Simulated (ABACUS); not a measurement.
Here is an ABACUS 3.10.1 calculation.

run_abacus.py

```python
"""ABACUS run from a structure file: ASE reads it, the script writes STRU, KPT and INPUT."""
import re
import subprocess
import spglib
from ase import Atoms
from ase.io import read
from ase.units import Bohr

atoms = read("Mo.cif")
cell, frac, numbers = spglib.standardize_cell((atoms.cell[:], atoms.get_scaled_positions(), atoms.numbers), to_primitive=True, symprec=1e-4)
atoms = Atoms(numbers=numbers, cell=cell, scaled_positions=frac, pbc=True)  # the primitive cell
atoms = atoms[(-atoms.numbers).argsort(kind="stable")]  # ABACUS lists atoms element by element
pseudo = {'Mo': 'Mo.upf'}
orbital = {}
magmoms = None
kmesh = [10, 10, 10]
params = {
    'suffix': 'Mo',
    'calculation': 'scf',
    'basis_type': 'pw',
    'pseudo_dir': './',
    'symmetry': 1,
    'dft_functional': 'GGA_XC_HLE16',
    'ecutwfc': 81,
    'pseudo_rcut': 10,
    'nspin': 1,
    'nbands': 17,
    'ks_solver': 'dav',
    'smearing_method': 'fd',
    'smearing_sigma': 0.00367493,
    'scf_thr': 1e-08,
    'scf_nmax': 100,
    'mixing_type': 'broyden',
    'mixing_beta': 0.7,
    'cal_force': 1,
    'cal_stress': 1,
    'out_chg': 1,
    'out_pot': 2,
    'out_elf': 1,
}

symbols = atoms.get_chemical_symbols()
elements = list(dict.fromkeys(symbols))
lines = ["ATOMIC_SPECIES"] + [f"{e} {atoms.get_masses()[symbols.index(e)]:.4f} {pseudo[e]}" for e in elements]
if orbital:
    lines += ["", "NUMERICAL_ORBITAL"] + [orbital[e] for e in elements]
lines += ["", "LATTICE_CONSTANT", f"{1 / Bohr:.10f}", "", "LATTICE_VECTORS"]
lines += [" ".join(f"{x:.10f}" for x in v) for v in atoms.cell]
lines += ["", "ATOMIC_POSITIONS", "Direct"]
for e in elements:
    lines += ["", e, "0.0", str(symbols.count(e))]
    for i, p in enumerate(atoms.get_scaled_positions(wrap=False)):
        if symbols[i] == e:
            mag = "" if magmoms is None else " mag " + " ".join(str(x) for x in (magmoms[i] if isinstance(magmoms[i], list) else [magmoms[i]]))
            lines.append(" ".join(f"{x:.10f}" for x in p) + " 1 1 1" + mag)
open("STRU", "w").write("\n".join(lines) + "\n")
open("KPT", "w").write("K_POINTS\n0\nGamma\n%d %d %d 0 0 0\n" % tuple(kmesh))
open("INPUT", "w").write("INPUT_PARAMETERS\n" + "".join(f"{k:<20s}{v}\n" for k, v in params.items()))

done = subprocess.run(['mpirun', '-np', '4', 'abacus'])
if done.returncode:
    raise SystemExit(done.returncode)
log = open("OUT.Mo/running_scf.log").read()
print("final energy (eV):", re.findall(r"FINAL_ETOT_IS (\S+)", log))
```

Contents of Mo.cif:

```cif
data_Mo
_cell_length_a 3.16761794
_cell_length_b 3.16761794
_cell_length_c 3.16761794
_cell_angle_alpha 90.00000000
_cell_angle_beta 90.00000000
_cell_angle_gamma 90.00000000
_space_group_name_H-M_alt 'Im-3m'
_space_group_name_Hall '-I 4 2 3'
_space_group_IT_number 229
loop_
_space_group_symop_operation_xyz
'x,y,z'
'-x,-y,-z'
'-y,x,z'
'y,-x,-z'
'-x,-y,z'
'x,y,-z'
'y,-x,z'
'-y,x,-z'
'x,-y,-z'
'-x,y,z'
'-y,-x,-z'
'y,x,z'
'-x,y,-z'
'x,-y,z'
'y,x,-z'
'-y,-x,z'
'z,x,y'
'-z,-x,-y'
'z,-y,x'
'-z,y,-x'
'z,-x,-y'
'-z,x,y'
'z,y,-x'
'-z,-y,x'
'-z,x,-y'
'z,-x,y'
'-z,-y,-x'
'z,y,x'
'-z,-x,y'
'z,x,-y'
'-z,y,x'
'z,-y,-x'
'y,z,x'
'-y,-z,-x'
'x,z,-y'
'-x,-z,y'
'-y,z,-x'
'y,-z,x'
'-x,z,y'
'x,-z,-y'
'-y,-z,x'
'y,z,-x'
'-x,-z,-y'
'x,z,y'
'y,-z,-x'
'-y,z,x'
'x,-z,y'
'-x,z,-y'
'x+1/2,y+1/2,z+1/2'
'-x+1/2,-y+1/2,-z+1/2'
'-y+1/2,x+1/2,z+1/2'
'y+1/2,-x+1/2,-z+1/2'
'-x+1/2,-y+1/2,z+1/2'
'x+1/2,y+1/2,-z+1/2'
'y+1/2,-x+1/2,z+1/2'
'-y+1/2,x+1/2,-z+1/2'
'x+1/2,-y+1/2,-z+1/2'
'-x+1/2,y+1/2,z+1/2'
'-y+1/2,-x+1/2,-z+1/2'
'y+1/2,x+1/2,z+1/2'
'-x+1/2,y+1/2,-z+1/2'
'x+1/2,-y+1/2,z+1/2'
'y+1/2,x+1/2,-z+1/2'
'-y+1/2,-x+1/2,z+1/2'
'z+1/2,x+1/2,y+1/2'
'-z+1/2,-x+1/2,-y+1/2'
'z+1/2,-y+1/2,x+1/2'
'-z+1/2,y+1/2,-x+1/2'
'z+1/2,-x+1/2,-y+1/2'
'-z+1/2,x+1/2,y+1/2'
'z+1/2,y+1/2,-x+1/2'
'-z+1/2,-y+1/2,x+1/2'
'-z+1/2,x+1/2,-y+1/2'
'z+1/2,-x+1/2,y+1/2'
'-z+1/2,-y+1/2,-x+1/2'
'z+1/2,y+1/2,x+1/2'
'-z+1/2,-x+1/2,y+1/2'
'z+1/2,x+1/2,-y+1/2'
'-z+1/2,y+1/2,x+1/2'
'z+1/2,-y+1/2,-x+1/2'
'y+1/2,z+1/2,x+1/2'
'-y+1/2,-z+1/2,-x+1/2'
'x+1/2,z+1/2,-y+1/2'
'-x+1/2,-z+1/2,y+1/2'
'-y+1/2,z+1/2,-x+1/2'
'y+1/2,-z+1/2,x+1/2'
'-x+1/2,z+1/2,y+1/2'
'x+1/2,-z+1/2,-y+1/2'
'-y+1/2,-z+1/2,x+1/2'
'y+1/2,z+1/2,-x+1/2'
'-x+1/2,-z+1/2,-y+1/2'
'x+1/2,z+1/2,y+1/2'
'y+1/2,-z+1/2,-x+1/2'
'-y+1/2,z+1/2,x+1/2'
'x+1/2,-z+1/2,y+1/2'
'-x+1/2,z+1/2,-y+1/2'
loop_
_atom_site_label
_atom_site_type_symbol
_atom_site_symmetry_multiplicity
_atom_site_Wyckoff_symbol
_atom_site_fract_x
_atom_site_fract_y
_atom_site_fract_z
_atom_site_occupancy
Mo1 Mo 2 a 0.0000000000 0.0000000000 0.0000000000 1
```

Potentials or basis: Ansatz NC PBE, plane waves.

Run with:

```console
$ OMP_NUM_THREADS=1 python run_abacus.py > log
```

Problem. What does it give for the pressure?

Solution. -51.3 GPa.

Problem. Estimate the band gap on the k mesh.

Solution. None (metal or under the smearing width).

Caveat: the cell as given lies far from equilibrium; the potentials were made for a functional far from this one; so large a pressure means that the cell lies far from this level's equilibrium, or that cutoff or potentials fall short; the potentials were made for another functional, which shifts forces and pressure.
